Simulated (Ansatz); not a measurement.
Response of Pb to small distortions

```yaml
crystal:
  lattice:
    - [3.48000, 0.00000, 0.00000]
    - [-1.74000, 3.01377, 0.00000]
    - [0.00000, 0.00000, 5.59000]
  atoms:
    - { symbol: Pb, position: [0.33333, 0.66667, 0.25000] }
    - { symbol: Pb, position: [0.66667, 0.33333, 0.75000] }
```

Atoms are numbered in the order listed.

The cell is COD entry 1537623, as deposited and not checked against the literature; nothing was relaxed.

No spin–orbit coupling, which matters for the heavy atoms here.

The calculation used Ansatz 0.2.0, DFT, PBE, PAW with Ansatz's default frozen-core files, scalar-relativistic.

The runs use a Γ-centred 14×14×8 k mesh, Fermi–Dirac smearing of 0.08 eV, cutoff 420 eV, no spin polarisation.

The unchanged cell is at 4.06 GPa.

In a metal, stresses and small energies carry noise from the k mesh.

x, y and z are the Cartesian axes of the cell as listed; fractional coordinates follow a strain, and an engineering shear is twice the off-diagonal strain component.

With z strained by -3 % at fixed volume: energy change +16.6 meV/atom; stress change (xx, yy, zz, yz, xz, xy) -0.39, -0.39, 1.64, 0.00, 0.00, 0.00 GPa, compression positive.

(1) With this change (z strained by -1.5 % at fixed volume), what becomes of the energy and stress?

With atom 2 (Pb) moved by (0.2000, 0.0000, 0.0000) Å: energy change +3.5 meV/atom; stress change (xx, yy, zz, yz, xz, xy) -0.04, 0.04, 0.25, 0.00, 0.00, 0.31 GPa, compression positive; change of the force on Pb2 (-0.076, -0.011, 0.000) eV/Å.

(2) What force constant does this one finite step give for Pb2 along its displacement (all its periodic images move with it)?

Answers

(1) Energy change +6.8 meV/atom; stress change (xx, yy, zz, yz, xz, xy) -0.23, -0.23, 0.86, 0.00, 0.00, 0.00 GPa, compression positive.

(2) k = −ΔF·u/|u|² = 0.38 eV/Å², so the force pulls the atom back.
